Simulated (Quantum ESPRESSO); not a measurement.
# NaF (Villiaumite) (Fm-3m) in Quantum ESPRESSO: notebook, part 2 of 2

Quantum ESPRESSO 7.5.

## Step 3: Single point, PBEsol, 11.74 Å³/atom

Contents of pw.in:

```
&CONTROL
  calculation = 'scf'
  prefix = 'pwscf'
  outdir = './tmp'
  pseudo_dir = './pseudo'
  tprnfor = .true.
  tstress = .true.
  disk_io = 'nowf'
/
&SYSTEM
  ibrav = 0
  nat = 2
  ntyp = 2
  ecutwfc = 88
  nbnd = 14
  occupations = 'smearing'
  smearing = 'fd'
  degauss = 0.00367493
/
&ELECTRONS
  conv_thr = 4d-10
  electron_maxstep = 120
  mixing_beta = 0.5
/
ATOMIC_SPECIES
Na    22.9898 Na.upf
F     18.9984 F.upf
CELL_PARAMETERS angstrom
   0.0000000000    2.2726397722    2.2726397722
   2.2726397722    0.0000000000    2.2726397722
   2.2726397722    2.2726397722    0.0000000000
ATOMIC_POSITIONS crystal
Na     0.0000000000    0.0000000000    0.0000000000
F      0.5000000000    0.5000000000    0.5000000000
K_POINTS automatic
10 10 10 0 0 0
```

Potentials or basis: PseudoDojo 0.4.1 SR PBEsol standard.

On the command line:

```
$ OMP_NUM_THREADS=1 pw.x -in pw.in > pw.out
```

Run time: 21 s. Hardware: 1 thread of Arm Neoverse V1, shared host; peak memory 0.1 GiB.

The run converged. Its results:

* Free energy: -1913.0718 eV
* Pressure: 3.0 GPa
* Band gap on the k mesh: 6.52 eV, direct

## Step 4: Single point, PBEsol, 11.99 Å³/atom

pw.in, as its differences from that of step 3:

```diff
@@ -28,5 +28,5 @@
 CELL_PARAMETERS angstrom
-   0.0000000000    2.2726397722    2.2726397722
-   2.2726397722    0.0000000000    2.2726397722
-   2.2726397722    2.2726397722    0.0000000000
+   0.0000000000    2.2886448050    2.2886448050
+   2.2886448050    0.0000000000    2.2886448050
+   2.2886448050    2.2886448050    0.0000000000
 ATOMIC_POSITIONS crystal
```

On the command line:

```
$ OMP_NUM_THREADS=1 pw.x -in pw.in > pw.out
```

Wall time 22 s (1 thread of Arm Neoverse V1, shared host); peak memory 0.1 GiB.

It converged, with:

```yaml
Free_energy: -1913.0791 eV
Pressure: 1.7 GPa
Band_gap_on_the_k_mesh: 6.40 eV, direct
```

## Step 5: Single point, PBEsol, 12.24 Å³/atom

pw.in, as its differences from that of step 4:

```diff
@@ -28,5 +28,5 @@
 CELL_PARAMETERS angstrom
-   0.0000000000    2.2886448050    2.2886448050
-   2.2886448050    0.0000000000    2.2886448050
-   2.2886448050    2.2886448050    0.0000000000
+   0.0000000000    2.3044290610    2.3044290610
+   2.3044290610    0.0000000000    2.3044290610
+   2.3044290610    2.3044290610    0.0000000000
 ATOMIC_POSITIONS crystal
```

On the command line:

```
$ OMP_NUM_THREADS=1 pw.x -in pw.in > pw.out
```

Run time: 22 s. Hardware: 1 thread of Arm Neoverse V1, shared host; peak memory 0.1 GiB.

The run converged. Its results:

* Free energy: -1913.0828 eV
* Pressure: 0.6 GPa
* Band gap on the k mesh: 6.29 eV, direct

## Step 6: Single point, PBEsol, 12.49 Å³/atom

pw.in, as its differences from that of step 5:

```diff
@@ -28,5 +28,5 @@
 CELL_PARAMETERS angstrom
-   0.0000000000    2.3044290610    2.3044290610
-   2.3044290610    0.0000000000    2.3044290610
-   2.3044290610    2.3044290610    0.0000000000
+   0.0000000000    2.3200000000    2.3200000000
+   2.3200000000    0.0000000000    2.3200000000
+   2.3200000000    2.3200000000    0.0000000000
 ATOMIC_POSITIONS crystal
```

Potentials or basis: PseudoDojo 0.4.1 SR PBEsol standard.

On the command line:

```
$ OMP_NUM_THREADS=1 pw.x -in pw.in > pw.out
```

Run time: 22 s. Hardware: 1 thread of Arm Neoverse V1, shared host; peak memory 0.1 GiB.

The run converged. Its results:

* Free energy: -1913.0832 eV
* Pressure: -0.4 GPa
* Band gap on the k mesh: 6.18 eV, direct

## Step 7: Single point, PBEsol, 12.74 Å³/atom

pw.in, as its differences from that of step 6:

```diff
@@ -28,5 +28,5 @@
 CELL_PARAMETERS angstrom
-   0.0000000000    2.3200000000    2.3200000000
-   2.3200000000    0.0000000000    2.3200000000
-   2.3200000000    2.3200000000    0.0000000000
+   0.0000000000    2.3353646862    2.3353646862
+   2.3353646862    0.0000000000    2.3353646862
+   2.3353646862    2.3353646862    0.0000000000
 ATOMIC_POSITIONS crystal
```

On the command line:

```
$ OMP_NUM_THREADS=1 pw.x -in pw.in > pw.out
```

Run time: 22 s. Hardware: 1 thread of Arm Neoverse V1, shared host; peak memory 0.1 GiB.

It converged, with:

```
Free energy            : -1913.0806 eV
Pressure               : -1.3 GPa
Band gap on the k mesh : 6.08 eV, direct
```

## Step 8: Single point, PBEsol, 12.99 Å³/atom

pw.in, as its differences from that of step 7:

```diff
@@ -28,5 +28,5 @@
 CELL_PARAMETERS angstrom
-   0.0000000000    2.3353646862    2.3353646862
-   2.3353646862    0.0000000000    2.3353646862
-   2.3353646862    2.3353646862    0.0000000000
+   0.0000000000    2.3505298169    2.3505298169
+   2.3505298169    0.0000000000    2.3505298169
+   2.3505298169    2.3505298169    0.0000000000
 ATOMIC_POSITIONS crystal
```

On the command line:

```
$ OMP_NUM_THREADS=1 pw.x -in pw.in > pw.out
```

Wall time 20 s (1 thread of Arm Neoverse V1, shared host); peak memory 0.1 GiB.

The run converged. Its results:

* Free energy: -1913.0755 eV
* Pressure: -2.0 GPa
* Band gap on the k mesh: 5.98 eV, direct

## Step 9: Single point, PBEsol, 13.24 Å³/atom

pw.in, as its differences from that of step 8:

```diff
@@ -28,5 +28,5 @@
 CELL_PARAMETERS angstrom
-   0.0000000000    2.3505298169    2.3505298169
-   2.3505298169    0.0000000000    2.3505298169
-   2.3505298169    2.3505298169    0.0000000000
+   0.0000000000    2.3655017480    2.3655017480
+   2.3655017480    0.0000000000    2.3655017480
+   2.3655017480    2.3655017480    0.0000000000
 ATOMIC_POSITIONS crystal
```

Potentials or basis: PseudoDojo 0.4.1 SR PBEsol standard.

On the command line:

```
$ OMP_NUM_THREADS=1 pw.x -in pw.in > pw.out
```

Run time: 20 s. Hardware: 1 thread of Arm Neoverse V1, shared host; peak memory 0.1 GiB.

Results (log left out):

| Quantity | Value |
| --- | --- |
| Free energy | -1913.0680 eV |
| Pressure | -2.8 GPa |
| Band gap on the k mesh | 5.89 eV, direct |

## Step 10: Equation of state, PBEsol

No new run: the results of the series are fitted here.

What came out:

| Quantity | Value |
| --- | --- |
| Equilibrium volume | 12.39 Å³/atom |
| Bulk modulus | 49 GPa |
| Pressure derivative of the bulk modulus | 4.6 |

Energy against volume, from the lowest point:
| volume (Å³/atom) | energy (meV/atom) |
| --- | --- |
| 11.738 | 5.70 |
| 11.988 | 2.03 |
| 12.237 | 0.20 |
| 12.487 | 0.00 |
| 12.737 | 1.27 |
| 12.987 | 3.84 |
| 13.236 | 7.58 |
